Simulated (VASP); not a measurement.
AlN: relaxation of cell and atoms with PBEsol

Crystal: AlN.

```
CELL_PARAMETERS angstrom
3.11300 0.00000 0.00000
-1.55650 2.69594 0.00000
0.00000 0.00000 4.98100
ATOMIC_POSITIONS crystal
Al 0.33333 0.66667 0.00000
Al 0.66667 0.33333 0.50000
N 0.33333 0.66667 0.38000
N 0.66667 0.33333 0.88000
```

```
Program                : VASP 6.6.1
Task                   : relaxation of cell and atoms
Functional             : PBEsol
Potentials or basis    : VASP PAW PBE potentials, release 64 (Al, N)
Cutoff                 : 600 eV
k mesh                 : 12 × 12 × 7
Occupations            : fermi-dirac, width 0.05 eV
Spin                   : no spin polarisation
Further INCAR settings : ALGO = Normal; EDIFF = 1e-06; IBRION = 2; EDIFFG = -0.005; NSW = 60; ISIF = 3
```

```yaml
Relaxed_volume: 10.45 Å³/atom
Relaxed_cell: a = 3.113 Å, b = 3.113 Å, c = 4.982 Å, α = 90.00°, β = 90.00°, γ = 120.00°
Space_group_after_relaxing_to_0.05_Å: P6_3mc (No. 186)
Energy_gained_by_relaxing: 0.3 meV/atom
Ionic_steps: 7
Pressure_after_relaxing: 0.0 GPa
Band_gap_on_the_k_mesh: 4.12 eV, direct
```

Step by step:
```csv
step,energy change (eV),largest force (eV/Å),pressure (GPa),volume (Å³)
1,0.0000,0.1321,0.04,41.80
2,-0.0003,0.0871,0.02,41.82
3,-0.0012,0.0143,0.05,41.81
4,-0.0013,0.0063,-0.06,41.83
5,-0.0013,0.0013,-0.12,41.84
6,-0.0013,0.0005,0.09,41.79
7,-0.0013,0.0009,0.01,41.81
```

Final structure:
```
Al N
1.0
     3.11296    0.00000    0.00000
    -1.55648    2.69590    0.00000
     0.00000    0.00000    4.98218
Al N
2 2
Direct
  0.33333 0.66667 0.99901
  0.66667 0.33333 0.49901
  0.33333 0.66667 0.38099
  0.66667 0.33333 0.88099
```

Levels at points of the mesh, in eV from the valence-band top:
```tsv
k point	band 4	band 5	band 6	band 7	band 8	band 9	band 10	band 11	band 12
(0.00, 0.00, 0.00)	-0.88	-0.88	-0.22	-0.22	0.00	4.12	6.55	10.50	11.02
(0.50, 0.00, 0.00)	-4.20	-3.38	-2.12	-1.81	-0.70	5.67	5.67	8.08	10.16
```

Wall time 80 s on 1 thread of Intel(R) Xeon(R) Platinum 8488C (Sapphire Rapids), with other jobs on the host, peak memory 0.19 GiB.

Caveat: the PAW data sets were made with another functional, which shifts forces and pressure a little; an odd mesh through Γ misses points on the zone boundary, where band edges often lie. PBEsol gaps usually lie below the measured ones, often by a third to a half.
